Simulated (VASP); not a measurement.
SrCl2:

```
Sr Cl
1.0
     0.00000    3.48835    3.48835
     3.48835    0.00000    3.48835
     3.48835    3.48835    0.00000
Sr Cl
1 2
Direct
  0.00000 0.00000 0.00000
  0.75000 0.75000 0.75000
  0.25000 0.25000 0.25000
```

Base run:

* Program: VASP 6.6.1
* Functional: PBE0
* Potentials or basis: VASP PAW PBE potentials, release 64 (Sr_sv, Cl)
* Cutoff: 520 eV
* k mesh: 4 × 4 × 4
* Occupations: gaussian, width 0.02 eV
* Spin: no spin polarisation

Its results: band gap on the k mesh 7.34 eV, indirect (least direct gap 7.56 eV); pressure 0.5 GPa.

Question: After a change of settings the same cell gave: band gap on the k mesh 6.64 eV, indirect (least direct gap 6.84 eV); pressure 0.6 GPa. Which change was it?
A. functional from PBE0 to r2SCAN-EpsX
B. functional from PBE0 to HSE03
C. functional from PBE0 to HSE06

Answer: C.

Caveats: the PAW data sets were made with another functional, which shifts forces and pressure a little.

Not every run made on this cell is shown here.
